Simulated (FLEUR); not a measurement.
# HgTe (Coloradoite) (F-43m) in FLEUR: notebook

The runs below take HgTe (Coloradoite) through band structure, equation of state, with Wu-Cohen GGA.

All numbers are computed with FLEUR MaX-R8.1 (later development tree); they aren't measurements. Logs are shortened: lines on timing, memory, paths and dates and some standing lists are left out, and cuts for length are marked.

**Measured values to compare with.**

From a printed reference work, monograph, for a bulk crystal of HgTe: bulk modulus 43 GPa.

How close the calculation comes is told below.

### Step 1. The crystal as given

The structure is cubic, space group F-43m (No. 216). Conventional cell: a = 6.429 Å, b = 6.429 Å, c = 6.429 Å, α = 90.00°, β = 90.00°, γ = 90.00°. Hg (site symmetry -43m) is surrounded by 4 Te at 2.78 Å. Around Te (site symmetry -43m) lie 4 Hg at 2.78 Å.

### Step 2. Band structure, Wu-Cohen GGA

Contents of inp.xml:

```xml
<?xml version="1.0" encoding="UTF-8" standalone="no"?>
<fleurInput fleurInputVersion="0.39">
   <comment>
      HgTe                                                                                                
   </comment>
   <calculationSetup>
      <cutoffs Kmax="4.14" Gmax="12.8" GmaxXC="12.8" numbands="0"/>
      <scfLoop itmax="60" minDistance="0.00001" maxIterBroyd="15" imix="Anderson" alpha="0.05" precondParam="0.0" spinf="2.0" sdNocoIR="T"/>
      <coreElectrons ctail="T" frcor="F" kcrel="0" coretail_lmax="0"/>
      <xcFunctional name="wc" relativisticCorrections="F"/>
      <magnetism jspins="1"/>
      <soc l_soc="F" theta="0.0" phi="0.0" spav="F"/>
      <expertModes spex="0" secvar="F"/>
      <geometryOptimization l_f="F" forcealpha="1.0" forcemix="BFGS" epsdisp="0.00001" epsforce="0.00001"/>
      <ldaU l_linMix="F" mixParam="0.05" spinf="1.0"/>
   </calculationSetup>
   <cell>
      <bzIntegration valenceElectrons="42.0" mode="hist" fermiSmearingEnergy="0.00183747">
         <kPointListSelection listName="default-1"/>
         <!-- k-points included here -->
         <xi:include xmlns:xi="http://www.w3.org/2001/XInclude" href="kpts.xml"> </xi:include>
      </bzIntegration>
      <!-- symmetry operations included here -->
      <xi:include xmlns:xi="http://www.w3.org/2001/XInclude" href="sym.xml"> </xi:include>
      <bulkLattice scale="1.0">
         <bravaisMatrix>
            <row-1>    0.0000000000000000     6.0745246275267002     6.0745246275267002</row-1>
[... 31 lines left out ...]
         <lo type="SCLO" l="1" n="4" eDeriv="1"/>
         <lo type="SCLO" l="2" n="4" eDeriv="0"/>
         <lo type="SCLO" l="2" n="4" eDeriv="1"/>
         <lo type="SCLO" l="0" n="5" eDeriv="2"/>
         <lo type="SCLO" l="3" n="4" eDeriv="2"/>
      </species>
   </atomSpecies>
   <atomGroups>
      <atomGroup species="Mercury (Hg)">
         <relPos label="                   1">.0000000000 .0000000000 .0000000000</relPos>
         <force calculate="T" relaxXYZ="TTT"/>
      </atomGroup>
      <atomGroup species="Tellurium (Te)">
         <relPos label="                   2">-1.000/4.000 -1.000/4.000 -1.000/4.000</relPos>
         <force calculate="T" relaxXYZ="TTT"/>
      </atomGroup>
   </atomGroups>
   <output dos="F" band="F" slice="F">
      <checks vchk="F" cdinf="F"/>
      <bandDOS minEnergy="-.5*Htr" maxEnergy="0.5*Htr" sigma="0.015" storeEVData="T"/>
      <vacuumDOS vacdos="F" integ="F" star="F" nstars="0" locx1="0.0" locy1="0.0" locx2="0.0" locy2="0.0" nstm="0" tworkf="0.0"/>
      <unfoldingBand unfoldBand="F" supercellX="1" supercellY="1" supercellZ="1"/>
      <plotting iplot="0" polar="F">
         <plot TwoD="T" vec1="  1.0  0.0  0.0" vec2="  0.0  1.0  0.0" vec3="  0.0  0.0  1.0" zero="  0.0  0.0  0.0" file="plot"/>
      </plotting>
      <chargeDensitySlicing numkpt="0" minEigenval="0.0" maxEigenval="0.0" nnne="0" pallst="F"/>
      <specialOutput eonly="F"/>
      <moessbauerParams electricFieldGradient="T" isomerShift="T" coreHyperfine="T" valenceHyperfine="T"/>
      <magneticCircularDichroism mcd="F" energyLo="-10.0" energyUp="0.0"/>
   </output>
  <!-- We include the file relax.xml here to enable relaxations (see documentation) -->
  <xi:include xmlns:xi="http://www.w3.org/2001/XInclude" href="relax.xml"> <xi:fallback/> </xi:include>
</fleurInput>
```

Contents of crystal.txt:

```
HgTe
&input cartesian=F /
0.0000000000  3.2145000000  3.2145000000
3.2145000000  0.0000000000  3.2145000000
3.2145000000  3.2145000000  0.0000000000
1.8897261246
1.0 1.0 1.0

2
80 0.0000000000  0.0000000000  0.0000000000
52 0.7500000000  0.7500000000  0.7500000000

&kpt div1=7 div2=7 div3=7 gamma=T /
```

Contents of inp.xml (bands):

```
<?xml version="1.0" encoding="UTF-8" standalone="no"?>
<fleurInput fleurInputVersion="0.39">
   <comment>
      HgTe                                                                                                
   </comment>
   <calculationSetup>
      <cutoffs Kmax="4.14" Gmax="12.8" GmaxXC="12.8" numbands="0"/>
      <scfLoop itmax="60" minDistance="0.00001" maxIterBroyd="15" imix="Anderson" alpha="0.05" precondParam="0.0" spinf="2.0" sdNocoIR="T"/>
      <coreElectrons ctail="T" frcor="F" kcrel="0" coretail_lmax="0"/>
      <xcFunctional name="wc" relativisticCorrections="F"/>
      <magnetism jspins="1"/>
      <soc l_soc="F" theta="0.0" phi="0.0" spav="F"/>
      <expertModes spex="0" secvar="F"/>
      <geometryOptimization l_f="F" forcealpha="1.0" forcemix="BFGS" epsdisp="0.00001" epsforce="0.00001"/>
      <ldaU l_linMix="F" mixParam="0.05" spinf="1.0"/>
   </calculationSetup>
   <cell>
      <bzIntegration valenceElectrons="42.0" mode="hist" fermiSmearingEnergy="0.00183747">
         <kPointListSelection listName="path-1"/>
         <!-- k-points included here -->
         <xi:include xmlns:xi="http://www.w3.org/2001/XInclude" href="kpts.xml"> </xi:include>
      </bzIntegration>
      <!-- symmetry operations included here -->
      <xi:include xmlns:xi="http://www.w3.org/2001/XInclude" href="sym.xml"> </xi:include>
      <bulkLattice scale="1.0">
         <bravaisMatrix>
            <row-1>    0.0000000000000000     6.0745246275267002     6.0745246275267002</row-1>
[... 32 lines left out ...]
         <lo type="SCLO" l="2" n="4" eDeriv="0"/>
         <lo type="SCLO" l="2" n="4" eDeriv="1"/>
         <lo type="SCLO" l="0" n="5" eDeriv="2"/>
         <lo type="SCLO" l="3" n="4" eDeriv="2"/>
      </species>
   </atomSpecies>
   <atomGroups>
      <atomGroup species="Mercury (Hg)">
         <relPos label="                   1">.0000000000 .0000000000 .0000000000</relPos>
         <force calculate="T" relaxXYZ="TTT"/>
      </atomGroup>
      <atomGroup species="Tellurium (Te)">
         <relPos label="                   2">-1.000/4.000 -1.000/4.000 -1.000/4.000</relPos>
         <force calculate="T" relaxXYZ="TTT"/>
      </atomGroup>
   </atomGroups>
   <output dos="F" band="T" slice="F">
      <checks vchk="F" cdinf="F"/>
      <bandDOS minEnergy="-.5*Htr" maxEnergy="0.5*Htr" sigma="0.015" storeEVData="T"/>
      <vacuumDOS vacdos="F" integ="F" star="F" nstars="0" locx1="0.0" locy1="0.0" locx2="0.0" locy2="0.0" nstm="0" tworkf="0.0"/>
      <unfoldingBand unfoldBand="F" supercellX="1" supercellY="1" supercellZ="1"/>
      <plotting iplot="0" polar="F">
         <plot TwoD="T" vec1="  1.0  0.0  0.0" vec2="  0.0  1.0  0.0" vec3="  0.0  0.0  1.0" zero="  0.0  0.0  0.0" file="plot"/>
      </plotting>
      <chargeDensitySlicing numkpt="0" minEigenval="0.0" maxEigenval="0.0" nnne="0" pallst="F"/>
      <specialOutput eonly="F"/>
      <moessbauerParams electricFieldGradient="T" isomerShift="T" coreHyperfine="T" valenceHyperfine="T"/>
      <magneticCircularDichroism mcd="F" energyLo="-10.0" energyUp="0.0"/>
   </output>
  <!-- We include the file relax.xml here to enable relaxations (see documentation) -->
  <xi:include xmlns:xi="http://www.w3.org/2001/XInclude" href="relax.xml"> <xi:fallback/> </xi:include>
</fleurInput>
```

Potentials or basis: all-electron, FLAPW.

Started as:

```bash
inpgen -f crystal.txt -profile fastHighL
# inp.xml edited to the form shown
fleur_MPI
fleur_MPI   # second run, on inp.xml (bands)
```

Output:

```text
Welcome to FLEUR        (www.flapw.de)
      MaX-Release 8.1          (www.max-centre.eu)

 ========== k-point set info ==========
 Selected k-point list: default-1
 k-point list type: mesh
 7 x 7 x 7
 Number of k points: 20

 ------------Calculation Setup---------------------------
 Number of MPI-tasks      :            1
 Number of PE/node        :            1
 Number of OMP-threads    :            1
 Most efficient MPI parallelization for:
           1           2           4           5          10          20
 Additional eigenvalue parallelization possible
 Number of basis functions:          632
 Approximate size of matrices (H+S) per k-point:         0.012 GB
 --------------------------------------------------------
 Iteration:     1   Distance:       8.89847370 me/bohr^3
 Iteration:     2   Distance:       8.21051537 me/bohr^3
 Iteration:     3   Distance:       4.18410564 me/bohr^3
 Iteration:     4   Distance:       1.19094980 me/bohr^3
 Iteration:     5   Distance:       0.93225929 me/bohr^3
 Iteration:     6   Distance:       0.12534795 me/bohr^3
 Iteration:     7   Distance:       0.07656575 me/bohr^3
 Iteration:     8   Distance:       0.03035757 me/bohr^3
 Iteration:     9   Distance:       0.00435469 me/bohr^3
 Iteration:    10   Distance:       0.00307487 me/bohr^3
 Iteration:    11   Distance:       0.00099678 me/bohr^3
 Iteration:    12   Distance:       0.00012705 me/bohr^3
 Iteration:    13   Distance:       0.00007592 me/bohr^3
 Iteration:    14   Distance:       0.00001111 me/bohr^3
 Iteration:    15   Distance:       0.00000191 me/bohr^3

 ********************************************************************
 Run finished successfully
 Stop message:
   all done
 ********************************************************************
```

output (bands):

```text
Welcome to FLEUR        (www.flapw.de)
      MaX-Release 8.1          (www.max-centre.eu)

 ========== k-point set info ==========
 Selected k-point list: path-1
 k-point list type: path
 Number of k points: 60

 ------------Calculation Setup---------------------------
 Number of MPI-tasks      :            1
 Number of PE/node        :            1
 Number of OMP-threads    :            1
 Most efficient MPI parallelization for:
           1           2           3           4           5           6          10          12          15          20          30          60
 Additional eigenvalue parallelization possible
 Number of basis functions:          636
 Approximate size of matrices (H+S) per k-point:         0.012 GB
 --------------------------------------------------------
 Fermi energy correction for metals:
 Fermi energy in bands.* files may not be consistent with last density.
 Please correct it manually (e.g. in band.gnu file).

 Note: Band structure data (together with different weights) is also stored in the banddos.hdf file.
       A convenient way of extracting and plotting the data from that file is by making use of the

 ********************************************************************
 Run finished successfully
 Stop message:
   Charge density postprocessing done.
 ********************************************************************
```

out.xml (last iteration):

```text
<iteration numberForCurrentRun="   15" overallNumber="   15">
         <energyParameters units="Htr">
            <atomicEP atomType="1" spin="1" branch="6s" branchLowest="-4.02" branchHighest="1.40" value="-0.0406178346"/>
            <atomicEP atomType="1" spin="1" branch="6p" branchLowest="-2.10" branchHighest="2.43" value="0.1435837188"/>
            <atomicEP atomType="1" spin="1" branch="5d" branchLowest="-12.47" branchHighest="0.17" value="-0.0407234230"/>
            <atomicEP atomType="1" spin="1" branch="5f" branchLowest="-3.21" branchHighest="2.43" value="0.4438152492"/>
            <loAtomicEP atomType="1" spin="1" branch="5s" branchLowest="-27.89" branchHighest="-4.02" value="-4.0280365483"/>
            <loAtomicEP atomType="1" spin="1" branch="5p" branchLowest="-20.83" branchHighest="-2.10" value="-2.1801347688"/>
            <loAtomicEP atomType="1" spin="1" branch="5p" branchLowest="-20.83" branchHighest="-2.10" value="-2.1801347688"/>
            <loAtomicEP atomType="1" spin="1" branch="5d" branchLowest="-12.47" branchHighest="0.17" value="-0.0618900407"/>
            <loAtomicEP atomType="1" spin="1" branch="5f" branchLowest="-3.21" branchHighest="2.43" value="0.4438100866"/>
            <atomicEP atomType="2" spin="1" branch="5s" branchLowest="-5.65" branchHighest="0.41" value="-0.2328289194"/>
            <atomicEP atomType="2" spin="1" branch="5p" branchLowest="-3.82" branchHighest="1.09" value="0.0500996423"/>
            <atomicEP atomType="2" spin="1" branch="5d" branchLowest="-1.13" branchHighest="2.29" value="0.2815576692"/>
            <atomicEP atomType="2" spin="1" branch="4f" branchLowest="-9.99" branchHighest="1.56" value="0.4374203491"/>
            <loAtomicEP atomType="2" spin="1" branch="4p" branchLowest="-29.13" branchHighest="-3.82" value="-3.8289138613"/>
            <loAtomicEP atomType="2" spin="1" branch="4p" branchLowest="-29.13" branchHighest="-3.82" value="-3.8289138613"/>
            <loAtomicEP atomType="2" spin="1" branch="4d" branchLowest="-20.18" branchHighest="-1.13" value="-1.1464431498"/>
            <loAtomicEP atomType="2" spin="1" branch="4d" branchLowest="-20.18" branchHighest="-1.13" value="-1.1464431498"/>
            <loAtomicEP atomType="2" spin="1" branch="5s" branchLowest="-5.65" branchHighest="0.41" value="-0.2328289194"/>
            <loAtomicEP atomType="2" spin="1" branch="4f" branchLowest="-9.99" branchHighest="1.56" value="0.4374205168"/>
         </energyParameters>
         <eigenvalues>
            <eigenvaluesAt spin="1" ikpt="1" k_x="0.00000000" k_y="0.00000000" k_z="0.00000000">
                      -4.0280151589       -3.8172937424       -3.8172937424       -3.8172937424       -2.1283683024
                      -2.1283683024       -2.1283683024       -1.1495886468       -1.1495886468       -1.1495886468
                      -1.1492394038       -1.1492394038       -0.2456607148       -0.0721263410       -0.0721263410
                      -0.0721263410       -0.0516971802       -0.0516971802        0.1718996978        0.2010382432
                       0.2010382432        0.2010382432        0.3541657325        0.3541657325        0.3541657325
                       0.4314650217        0.5578798486        0.5578798486        0.5578798486        0.5582355875
                       0.5582355875        0.6375482279        0.8682403728
[... 84 lines left out ...]
               <shell n="4" l="2" isomerShift="0.00068"/>
               <shell n="4" l="3" isomerShift="0.00000"/>
            </coreIsomerShift>
            <coreIsomerShift atomType="2" isTotal="232018.46287">
               <shell n="1" l="0" isomerShift="201518.70219"/>
               <shell n="2" l="0" isomerShift="23992.59784"/>
               <shell n="2" l="1" isomerShift="632.42140"/>
               <shell n="3" l="0" isomerShift="4740.19377"/>
               <shell n="3" l="1" isomerShift="135.51654"/>
               <shell n="4" l="0" isomerShift="999.03110"/>
               <shell n="3" l="2" isomerShift="0.00003"/>
            </coreIsomerShift>
            <isomerShift atomType="1" nucleusRadius="0.0001383" averageDensity="2521244.83625"/>
            <isomerShift atomType="2" nucleusRadius="0.0001189" averageDensity="232136.12699"/>
            <electricFieldGradient atomType="1" VXX="0.00000" VYY="0.00000" VZZ="0.00000" asymParam="0.00000">
            </electricFieldGradient>
            <electricFieldGradient atomType="2" VXX="0.00000" VYY="0.00000" VZZ="0.00000" asymParam="0.00000">
            </electricFieldGradient>
         </moessbauerParams>
         <totalEnergy                                    value="   -26456.6556944197" units="Htr">
            <sumOfEigenvalues                            value="   -16246.7751880874">
               <coreElectrons value="-16191.1263735642"/>
               <valenceElectrons value="-55.6488145232"/>
            </sumOfEigenvalues>
            <densityCoulombPotentialIntegral value="-45402.3381770514"/>
            <densityEffectivePotentialIntegral value="-46120.9578838786"/>
            <chargeDenXCDenIntegral value="-547.8796607275"/>
            <FockExchangeEnergyValence value="0.0000000000"/>
            <FockExchangeEnergyCore value="0.0000000000"/>
            <atomTypeDependentContributions atomType="1">
               <electronNucleiInteractionDifferentMTs value="24776.3322781528"/>
               <MadelungTerm value="-41.3351606928"/>
            </atomTypeDependentContributions>
            <atomTypeDependentContributions atomType="2">
               <electronNucleiInteractionDifferentMTs value="8236.9005477670"/>
               <MadelungTerm value="-27.2216543451"/>
            </atomTypeDependentContributions>
            <tkbTimesEntropy value="0.0000251120"/>
            <freeEnergy value="-26456.6557195317"/>
            <extrapolationTo0K value="-26456.6557069757"/>
         </totalEnergy>
         <densityConvergence units="me/bohr^3">
            <chargeDensity spin="1" distance="0.0000019106"/>
         </densityConvergence>
      </iteration>
```

Wall time 89 s (1 thread of Arm Neoverse V2, shared host); peak memory 0.08 GiB.

Results:

```yaml
Free_energy: -719922.2776 eV
Band_gap_along_the_path: none (metal or under the smearing width)
Valence_electrons_inside_the_program's_atomic_spheres: Hg 17.87; Te 19.72 (radii Hg 2.37, Te 2.51 bohr)
```

Levels at the corners of the path, in eV from the Fermi level:
```
point  band 18  band 19  band 20  band 21  band 22  band 23  band 24  band 25
    Γ    -6.92    -0.83    -0.04    -0.04    -0.04     4.13     4.13     4.13
    X    -6.45    -5.59    -2.40    -2.40     1.79     2.29     8.07     8.85
    W    -6.27    -5.70    -2.82    -2.69     3.09     4.48     5.17     6.01
    K    -6.36    -5.63    -3.07    -2.00     2.14     3.90     6.90     7.14
    Γ    -6.92    -0.83    -0.04    -0.04    -0.04     4.13     4.13     4.13
    L    -6.61    -5.68    -1.07    -1.07     0.58     4.94     4.94     6.63
    U    -6.36    -5.63    -3.07    -2.00     2.14     3.90     6.90     7.14
    W    -6.27    -5.70    -2.82    -2.69     3.09     4.48     5.17     6.01
    L    -6.61    -5.68    -1.07    -1.07     0.58     4.94     4.94     6.63
    K    -6.36    -5.63    -3.07    -2.00     2.14     3.90     6.90     7.14
    U    -6.36    -5.63    -3.07    -2.00     2.14     3.90     6.90     7.14
    X    -6.45    -5.59    -2.40    -2.40     1.79     2.29     8.07     8.85
```

Core levels (eV from the Fermi level):
| atom | levels |
| --- | --- |
| 1 Hg | 1s1/2 -83039.7, 2s1/2 -14702.8, 2p1/2 -14105.7, 2p3/2 -12157.4, 3s1/2 -3486.5, 3p1/2 -3217.8, 3p3/2 -2786.3, 4s1/2 -764.3, 3d3/2 -2341.7, 3d5/2 -2249.3, 4p1/2 -649.2, 4p3/2 -544.9, 4d3/2 -356.9, 4d5/2 -337.4, 4f5/2 -95.4, 4f7/2 -91.2 |
| 2 Te | 1s1/2 -31598.8, 2s1/2 -4840.2, 2p1/2 -4535.5, 2p3/2 -4260.9, 3s1/2 -959.3, 3p1/2 -833.9, 3p3/2 -782.7, 4s1/2 -159.3, 3d3/2 -561.2, 3d5/2 -550.5 |

Caveat: spin-orbit coupling is left out, which moves the levels of the heavy elements.

### Step 3. Equation of state, Wu-Cohen GGA, 31.22 Å³/atom (volume scaled by 0.94)

Changes to inp.xml since step 2:

```diff
@@ -6,3 +6,3 @@
    <calculationSetup>
-      <cutoffs Kmax="4.14" Gmax="12.8" GmaxXC="12.8" numbands="0"/>
+      <cutoffs Kmax="4.26" Gmax="13.2" GmaxXC="13.2" numbands="0"/>
       <scfLoop itmax="60" minDistance="0.00001" maxIterBroyd="15" imix="Anderson" alpha="0.05" precondParam="0.0" spinf="2.0" sdNocoIR="T"/>
@@ -24,3 +24,3 @@
       <xi:include xmlns:xi="http://www.w3.org/2001/XInclude" href="sym.xml"> </xi:include>
-      <bulkLattice scale="1.0">
+      <bulkLattice scale="0.9795861087">
          <bravaisMatrix>
@@ -34,3 +34,3 @@
       <species name="Mercury (Hg)" element="Hg" atomicNumber="80">
-         <mtSphere radius="2.37" gridPoints="783" logIncrement="0.017"/>
+         <mtSphere radius="2.3" gridPoints="783" logIncrement="0.017"/>
          <atomicCutoffs lmax="9" lnonsphr="7"/>
@@ -48,3 +48,3 @@
       <species name="Tellurium (Te)" element="Te" atomicNumber="52">
-         <mtSphere radius="2.51" gridPoints="829" logIncrement="0.016"/>
+         <mtSphere radius="2.43" gridPoints="829" logIncrement="0.016"/>
          <atomicCutoffs lmax="10" lnonsphr="8"/>
```

Potentials or basis: all-electron, FLAPW.

Started as:

```bash
inpgen -f crystal.txt -profile fastHighL
# inp.xml edited to the form shown
fleur_MPI
```

Wall time 73 s (1 thread of Arm Neoverse V2, shared host); peak memory 0.08 GiB.

It converged, with:

| Quantity | Value |
| --- | --- |
| Free energy | -719922.1833 eV |
| Band gap on the k mesh | none (metal or under the smearing width) |
| Valence electrons inside the program's atomic spheres | Hg 17.67; Te 19.51 (radii Hg 2.3, Te 2.43 bohr) |

### Step 4. Equation of state, Wu-Cohen GGA, 31.89 Å³/atom (volume scaled by 0.96)

Changes to inp.xml since step 3:

```diff
@@ -24,3 +24,3 @@
       <xi:include xmlns:xi="http://www.w3.org/2001/XInclude" href="sym.xml"> </xi:include>
-      <bulkLattice scale="0.9795861087">
+      <bulkLattice scale="0.9864848297">
          <bravaisMatrix>
```

Started as:

```bash
inpgen -f crystal.txt -profile fastHighL
# inp.xml edited to the form shown
fleur_MPI
```

It took 73 s on 1 thread of Arm Neoverse V2, shared host; peak memory 0.08 GiB.

The run converged. Its results:

```yaml
Free_energy: -719922.2242 eV
Band_gap_on_the_k_mesh: none (metal or under the smearing width)
Valence_electrons_inside_the_program's_atomic_spheres: Hg 17.66; Te 19.50 (radii Hg 2.3, Te 2.43 bohr)
```

[end of part 1 of 2]
